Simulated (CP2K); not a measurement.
Wanted: the native input for a CP2K 2026.2 run.

| Quantity | Value |
| --- | --- |
| Task | band structure |
| Functional | BEEF-vdW |
| Potentials or basis | POTENTIAL_UZH Ta GTH-PBE-q13, K GTH-PBE-q9, O GTH-PBE-q6; DZVP-MOLOPT-PBE-GTH basis |
| Density cutoff | 11565 eV |
| k mesh | 7 × 7 × 7 |
| Occupations | fermi-dirac, width 0.05 eV |
| Spin | no spin polarisation |
| SCF solver | diagonalisation with k points |
| Quickstep method | GPW |
| EPS_DEFAULT | 1.0E-9 |
| EPS_SCF | 1.0E-6 |
| MAX_SCF | 100 |
| SCF_GUESS | ATOMIC |
| k points reduced by the point group | yes |
| Mesh centred on Gamma | yes |
| CHOLESKY | OFF |
| EPS_EIGVAL | 1.0E-7 |
| MIXING METHOD | BROYDEN_MIXING |
| MIXING ALPHA | 0.4 |
| NBUFFER | 8 |
| NGRIDS | 5 |
| Basis sets | Ta DZVP-MOLOPT-PBE-GTH-q13, K DZVP-MOLOPT-PBE-GTH-q9, O DZVP-MOLOPT-PBE-GTH-q6 |
| Potentials | Ta GTH-PBE-q13 of POTENTIAL_UZH, K GTH-PBE-q9 of POTENTIAL_UZH, O GTH-PBE-q6 of POTENTIAL_UZH |
| ADDED_MOS | [19] |
| Points a segment of the path (NPOINTS) | 8 |
| Bands added on the path | 6 |
| MPI ranks | 4 |
| REL_CUTOFF (Ry) | 60 Ry |
| MIXING BETA (1/bohr) | 1.5 1/bohr |
| CUTOFF of the grids | 850 Ry |
| Cutoff of the non-local correlation (Ry) | 300 |

KTaO3:

```
Ta K O
1.0
     3.98830    0.00000    0.00000
     0.00000    3.98830    0.00000
     0.00000    0.00000    3.98830
Ta K O
1 1 3
Direct
  0.00000 0.00000 0.00000
  0.50000 0.50000 0.50000
  0.00000 0.00000 0.50000
  0.00000 0.50000 0.00000
  0.50000 0.00000 0.00000
```

These files were run (other wordings do the same):

ktao3_bands.inp

```
&GLOBAL
  PROJECT ktao3_bands
  RUN_TYPE ENERGY_FORCE
  PRINT_LEVEL LOW
&END GLOBAL
&FORCE_EVAL
  METHOD QS
  STRESS_TENSOR ANALYTICAL
  &DFT
    BASIS_SET_FILE_NAME BASIS_MOLOPT_UZH
    POTENTIAL_FILE_NAME POTENTIAL_UZH
    &MGRID
      CUTOFF 850
      REL_CUTOFF 60
      NGRIDS 5
    &END MGRID
    &QS
      METHOD GPW
      EPS_DEFAULT 1.0E-9
    &END QS
    &KPOINTS
      SCHEME MONKHORST-PACK 7 7 7
      GAMMA_CENTERED T
      SYMMETRY T
      SYMMETRY_BACKEND SPGLIB
    &END KPOINTS
    &SCF
      SCF_GUESS ATOMIC
      EPS_SCF 1.0E-6
      MAX_SCF 100
      ADDED_MOS 19
      CHOLESKY OFF
      EPS_EIGVAL 1.0E-7
      &DIAGONALIZATION ON
        ALGORITHM STANDARD
      &END DIAGONALIZATION
      &MIXING ON
        METHOD BROYDEN_MIXING
        ALPHA 0.4
        BETA 1.5
        NBUFFER 8
      &END MIXING
      &SMEAR ON
        METHOD FERMI_DIRAC
        ELECTRONIC_TEMPERATURE [K] 580.226
      &END SMEAR
    &END SCF
    &XC
      &XC_FUNCTIONAL BEEFVDW
      &END XC_FUNCTIONAL
      &VDW_POTENTIAL
        POTENTIAL_TYPE NON_LOCAL
        &NON_LOCAL
          TYPE LMKLL
          KERNEL_FILE_NAME vdW_kernel_table.dat
          CUTOFF 300
        &END NON_LOCAL
      &END VDW_POTENTIAL
    &END XC
    &PRINT
      &KPOINTS ON
      &END KPOINTS
      &MULLIKEN ON
      &END MULLIKEN
      &MO ON
        ENERGIES T
        OCCUPATION_NUMBERS T
        &EACH
          QS_SCF 0
        &END EACH
        ADD_LAST NUMERIC
      &END MO
      &LOWDIN ON
      &END LOWDIN
      &HIRSHFELD ON
        SHAPE_FUNCTION DENSITY
      &END HIRSHFELD
      &BAND_STRUCTURE
        FILE_NAME bands.bs
        ADDED_MOS 6
        &KPOINT_SET
          UNITS B_VECTOR
          NPOINTS 8
          SPECIAL_POINT GAMMA 0.00000000 0.00000000 0.00000000
          SPECIAL_POINT X 0.00000000 0.50000000 0.00000000
          SPECIAL_POINT M 0.50000000 0.50000000 0.00000000
          SPECIAL_POINT GAMMA 0.00000000 0.00000000 0.00000000
          SPECIAL_POINT R 0.50000000 0.50000000 0.50000000
          SPECIAL_POINT X 0.00000000 0.50000000 0.00000000
        &END KPOINT_SET
        &KPOINT_SET
          UNITS B_VECTOR
          NPOINTS 8
          SPECIAL_POINT M 0.50000000 0.50000000 0.00000000
          SPECIAL_POINT R 0.50000000 0.50000000 0.50000000
        &END KPOINT_SET
      &END BAND_STRUCTURE
    &END PRINT
  &END DFT
  &SUBSYS
    &CELL
      ABC 3.9883000000 3.9883000000 3.9883000000
      ALPHA_BETA_GAMMA 90.0000000000 90.0000000000 90.0000000000
      PERIODIC XYZ
    &END CELL
    &COORD
      SCALED
      Ta  0.0000000000 0.0000000000 0.0000000000
      K   0.5000000000 0.5000000000 0.5000000000
      O   0.0000000000 0.0000000000 0.5000000000
      O   0.0000000000 0.5000000000 0.0000000000
      O   0.5000000000 0.0000000000 0.0000000000
    &END COORD
    &KIND Ta
      BASIS_SET DZVP-MOLOPT-PBE-GTH-q13
      POTENTIAL GTH-PBE-q13
    &END KIND
    &KIND K
      BASIS_SET DZVP-MOLOPT-PBE-GTH-q9
      POTENTIAL GTH-PBE-q9
    &END KIND
    &KIND O
      BASIS_SET DZVP-MOLOPT-PBE-GTH-q6
      POTENTIAL GTH-PBE-q6
    &END KIND
    &PRINT
      &ATOMIC_COORDINATES ON
      &END ATOMIC_COORDINATES
      &CELL ON
      &END CELL
    &END PRINT
  &END SUBSYS
  &PRINT
    &FORCES ON
    &END FORCES
    &STRESS_TENSOR ON
    &END STRESS_TENSOR
  &END PRINT
&END FORCE_EVAL
```

Potentials or basis: POTENTIAL_UZH Ta GTH-PBE-q13, K GTH-PBE-q9, O GTH-PBE-q6; DZVP-MOLOPT-PBE-GTH basis.

Launch:

```console
$ OMP_NUM_THREADS=1 mpirun -n 4 cp2k.psmp -i ktao3_bands.inp -o ktao3_bands.out
```

Results of the run:

- Pressure: 3.6 GPa
- Band gap along the path: 2.25 eV, indirect (least direct gap 3.03 eV)
- Mulliken charges: Ta +1.46; K +0.90; O -0.78 e
- Hirshfeld charges: Ta +0.75; K +0.27; O -0.34 e

Caveat: Mulliken charges move with the basis; the potentials were made for another functional, which shifts forces and pressure; spin-orbit coupling is left out, which moves the levels of the heavy elements; the basis of atomic orbitals isn't converged, which shifts pressures, moduli and gaps.

Wall time 24 s on 4 MPI ranks on Arm Neoverse V1, with other jobs on the host.
